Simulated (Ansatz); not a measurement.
Runs of Ansatz 0.2.0 on Si. Symmetry: P6_3/mmc, No. 194, hexagonal system. Conventional cell: a = 3.831 Å, b = 3.831 Å, c = 6.333 Å, α = 90.00°, β = 90.00°, γ = 120.00°. Si (site symmetry 3m) is surrounded by 4 Si at 2.35 to 2.37 Å. This isn't the form of Si at room conditions, which is diamond.

```tsv
task	level	potentials or basis	spin	cutoff (eV)	smearing	basis error allowed	gap on the mesh (eV)	pressure (GPa)	V0 of scaled cells (Å³/atom)	B0 (GPa)	largest force (eV/Å)
equation of state	PBEsol	all-electron LAPW, scalar-relativistic	off	-	fermi-dirac 0.05 eV	0.002 eV/atom	-	-	(a)	94	-
band structure	BLYP+D3(BJ)+ATM	all-electron PAW datasets made for the crystal	collinear, random start	180	fermi-dirac 0.15 eV	-	0.65	-1.0	-	-	0.01
equation of state	LDA	all-electron LAPW, scalar-relativistic	off	-	fermi-dirac 0.05 eV	0.002 eV/atom	-	-	19.67	96	-
band structure	PBEsol	all-electron LAPW, scalar-relativistic	off	197	fermi-dirac 0.05 eV	0.002 eV/atom	(c)	(d)	-	-	0.01
band structure	LDA	all-electron LAPW, scalar-relativistic	off	197	fermi-dirac 0.05 eV	0.002 eV/atom	0.32	(b)	-	-	0.02
```

Alike in all rows: cell as given; k mesh 8 × 8 × 4.

**Question.** Estimate the missing entries.

**Answer.** (a) 20.02; (b) -2.1; (c) 0.31; (d) -0.5.

Caveats: the cell was scaled at fixed shape and fractional positions, which overstates the stiffness of a crystal with free parameters, most of all of layers and chains (some runs).

A k mesh can miss the band edges.

Not every run made on this cell is shown here.
